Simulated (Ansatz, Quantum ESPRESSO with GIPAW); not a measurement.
# AlH3: what the 27Al spectrum says of the structure

A crystal of composition AlH3 (one database entry, not always the ambient form) has the 27Al spectrum and parameters below, calculated by GIPAW (PBEsol; quadrupolar values from a field gradient by Ansatz; shifts against aqueous Al3+, scatter of the reference line 2 ppm; spans on the shift scale).

Simulated spectrum: 27Al fast MAS, 20 T (222.1 MHz), central transition to second order, lines broadened by 1 ppm; rigid lattice, with dipolar and J couplings and satellite transitions left out.

```
δ (ppm)  intensity
   43.1       0.00
   41.3       0.00
   39.4       0.01
   37.5       0.20
   36.7       0.48
   35.8       0.23
   33.9       0.01
   32.1       0.00
   30.3       0.00
   28.5       0.00
   26.6       0.00
   24.9       0.00
   23.0       0.00
   21.1       0.00
   19.3       0.00
   17.5       0.00
   15.7       0.00
   13.8       0.00
   12.1       0.00
   10.2       0.00
    8.3       0.00
    6.6       0.00
    4.7       0.00
    2.9       0.00
    1.0       0.00
   -0.7       0.00
   -2.6       0.00
   -4.5       0.00
   -6.2       0.01
   -8.1       0.03
   -9.9       1.00
  -11.7       0.06
  -13.5       0.01
  -15.4       0.00
  -17.1       0.00
```

Most prominent maxima (ppm: height): 36.7: 0.48, -9.9: 1.00.

```
line  δ_iso (ppm)  relative area  span (ppm)   skew  |C_Q| (MHz)   η_Q
   A         37.5              1        79.0  -0.49         2.72  0.02
   B         -9.1              2        56.4  -0.04         2.53  0.69
```

Q: What surrounds each Al site, and how symmetric is it?

B: η_Q above zero rules out an axis of order three or more. The areas settle A and B, whose multiplicities are unique. The structure behind these values (space group Pnnm; other structures could give like values):

```
line  surroundings  neighbours     bonds (Å)  site symmetry
   A          AlH6           6  1.72 to 1.74            2/m
   B          AlH6           6  1.68 to 1.77              m
```

[Banner, clock, file and message-heading lines were taken out of the pw.x and gipaw.x logs.]

[Logs are printed without paths, hosts, clocks, repeated set-up lines and the standing remarks that a program may print on its own settings, such as how far it seeks lower states.]

[Hosts, paths, dates, database ids (printed as entryN), source tags and the programs' standing remarks are cut or masked in the printed files.]
